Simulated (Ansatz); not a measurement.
CsI (CsCl type), relaxed with r2SCAN in Ansatz 0.2.0: the symmetry is Pm-3m (No. 221, cubic); conventional cell a = 4.608 Å, 48.93 Å³ an atom. Cs is surrounded by 8 I at 3.99 Å; I is surrounded by 8 Cs at 3.99 Å. The cell was then strained (x, y and z are the cube axes), with the atoms relaxed again; stress is positive in compression. (Simulation; spin polarisation is off.)

- Uniaxial -0.85 % along z, other directions held: r2SCAN's stress changes by +0.21 GPa along the strain and +0.05 GPa across it.
- Isotropic +1.95 % on every length: the pressure changes by -0.61 GPa, and the HSE06 gap (M → Γ) goes from 4.794 to 4.606 eV.

(1) Estimate C₁₁, C₁₂ and the bulk modulus from the uniaxial step.

(2) What bulk modulus does the isotropic step give?

(3) Give the volume deformation potential of that gap and its pressure coefficient.

Answers

(1) With compression positive, C₁₁ ≈ −Δσ∥/ε = (-0.21)/(-0.0085) = 25 GPa and C₁₂ ≈ (-0.05)/(-0.0085) = 6 GPa; B = (C₁₁ + 2C₁₂)/3 = 12 GPa. A one-sided step carries third-order terms: it reads high by some per cent.

(2) Δ ln V = 3 ln(1.0195) = +0.0579, so B ≈ −ΔP/Δ ln V = 11 GPa, against 12 GPa from C₁₁ and C₁₂; one-sided steps of finite size carry third-order terms.

(3) a_V = ΔE_g/Δ ln V = (-0.188)/(+0.0579) = -3.24 eV; dE_g/dP = −a_V/B = +308 meV/GPa, with HSE06's gap and r2SCAN's modulus.

No spin-orbit coupling is included; it can move band edges with weight on the heavy atoms by tenths of an eV.

The meshes of the hybrids are coarse, so their gaps aren't converged to the digits shown.
